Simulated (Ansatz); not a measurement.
# Ir: the cost of one run

Method: DFT r2SCAN, scalar-relativistic, plane waves, PAW, in Ansatz 0.2.0.

The COD entry's cell or inner coordinates are ideal or old and differ from later refinements, so a difference from it is no clean test against experiment.

1 further run of the same task is left out (set aside as unsound or not needed).

## Step 1: The system as given

The structure is cubic, space group Fm-3m (No. 225). The conventional cell has a = 3.844 Å, b = 3.844 Å, c = 3.844 Å, α = 90.00°, β = 90.00°, γ = 90.00°. Around Ir (site symmetry m-3m) lie 12 Ir at 2.72 Å.

As a file:

```cif
data_structure
_symmetry_space_group_name_H-M 'P 1'
_symmetry_Int_Tables_number 1
_cell_length_a 2.7182
_cell_length_b 2.7182
_cell_length_c 2.7182
_cell_angle_alpha 60.000
_cell_angle_beta 60.000
_cell_angle_gamma 60.000
_cell_volume 14.20
loop_
_atom_site_label
_atom_site_type_symbol
_atom_site_fract_x
_atom_site_fract_y
_atom_site_fract_z
_atom_site_occupancy
Ir1 Ir 0.00000 0.00000 0.00000 1
```

It is the result of an earlier relaxation at this level (volume 14.20 Å³/atom; gap on the mesh: none (metal)).

## Step 2: Static run: bands, density of states and charges

Input file input.yaml:

```yaml
crystal:
  lattice:
    - [0.0, 1.9220797802, 1.9220797802]
    - [1.9220797802, 0.0, 1.9220797802]
    - [1.9220797802, 1.9220797802, 0.0]
  atoms:
    - { symbol: Ir, position: [0.0, 0.0, 0.0] }
basis:
  ecutwfc: 500
kpoints:
  mp_grid: { grid: [18, 18, 18] }
  band_path:
    path:
      - [[0.0, 0.0, 0.0], [0.5, 0.0, 0.5], [0.625, 0.25, 0.625]]
      - [[0.375, 0.375, 0.75], [0.0, 0.0, 0.0], [0.5, 0.5, 0.5], [0.5, 0.25, 0.75], [0.5, 0.0, 0.5]]
    npoints: 14
hamiltonian:
  xc: r2scan
scf:
  occupations: { method: gaussian, width: 0.1 }
  n_extra_bands: 6
output:
  forces: true
  stress: true
  eigenvalues: true
  populations: true
  dos: { projected: true, de: 0.02, nscf_kmesh: { grid: [27, 27, 27] } }
  bader: true
  write_density: true
  write_potential: true
  elf: true
  volumetric_format: npy
```

The run is started by

```bash
$ ansatz run input.yaml --threads 1 --pin off --max-ram 2560MiB --backend cpu --events-out ev --progress --plain --runs-dir out
```

**Question.** How long does this run take on 1 thread of Intel Xeon at 2.50GHz (Skylake/Cascade Lake), shared host, and how much memory does it need?

About 33 s, with a peak of 0.39 GiB.
